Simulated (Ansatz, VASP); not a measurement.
# One calculation of AgCl, two programs

Contents of POSCAR:

```
AgCl
1.0
    3.4339700000      0.0000000000      0.0000000000
    0.0000000000      3.4339700000      0.0000000000
    0.0000000000      0.0000000000      3.4339700000
Ag Cl
1 1
Direct
    0.0000000000      0.0000000000      0.0000000000
    0.5000000000      0.5000000000      0.5000000000
```

File INCAR.step1:

```
SYSTEM = AgCl
PREC = Accurate
ENCUT = 520
EDIFF = 1E-5
ISMEAR = 1
SIGMA = 0.1
LREAL = .FALSE.
LASPH = .TRUE.
NELM = 100
ALGO = Normal
ISIF = 2
LWAVE = .TRUE.
LCHARG = .FALSE.
NBANDS = 16
GGA = PE
```

The input INCAR.step2:

```
SYSTEM = AgCl
PREC = Accurate
ENCUT = 520
EDIFF = 1E-6
ISMEAR = 1
SIGMA = 0.1
LREAL = .FALSE.
LASPH = .TRUE.
NELM = 100
ALGO = Normal
ISIF = 2
LWAVE = .FALSE.
LCHARG = .FALSE.
GGA = PE
LHFCALC = .TRUE.
HFSCREEN = 0.2079
PRECFOCK = Normal
NBANDS = 16
ISTART = 1
```

KPOINTS

```
regular mesh
0
G
  4 4 4
  0 0 0
```

Input for Ansatz:

```yaml
crystal:
  lattice:
    - [3.43397, 0.0, 0.0]
    - [0.0, 3.43397, 0.0]
    - [0.0, 0.0, 3.43397]
  atoms:
    - { symbol: Ag, position: [0.0, 0.0, 0.0] }
    - { symbol: Cl, position: [0.5, 0.5, 0.5] }
basis:
  ecutwfc: 420.0
kpoints:
  mp_grid:
    grid: [4, 4, 4]
hamiltonian:
  xc: hse06
scf:
  occupations:
    method: cold
output:
  eigenvalues: true
```

Measurements of this composition are mostly on another form, of space group No. 225.

Alike in both runs: task single point; functional HSE06; k mesh 4 × 4 × 4; no spin polarisation.

```csv
,VASP,Ansatz
version,VASP 6.6.1,Ansatz 0.2.0
potentials or method,"VASP PAW PBE potentials, release 64 (Ag, Cl)","plane waves, PAW"
plane-wave cutoff (eV),520,420
occupations,"methfessel-paxton of order 1, width 0.1 eV",cold
valence electrons in the cell,18,26
```

Ansatz gave:

```
gap on the k mesh at the Fermi level (eV) : 2.00
```

Problem. Estimate VASP's values.

Solution. gap on the k mesh at the Fermi level (eV): 1.99.

The two sets of potentials don't hold the same shells in valence.

Caveats: the k mesh is coarse (spacing up to 0.46 Å⁻¹), so the values aren't converged, least of all with exact exchange. A k mesh can miss the band edges.
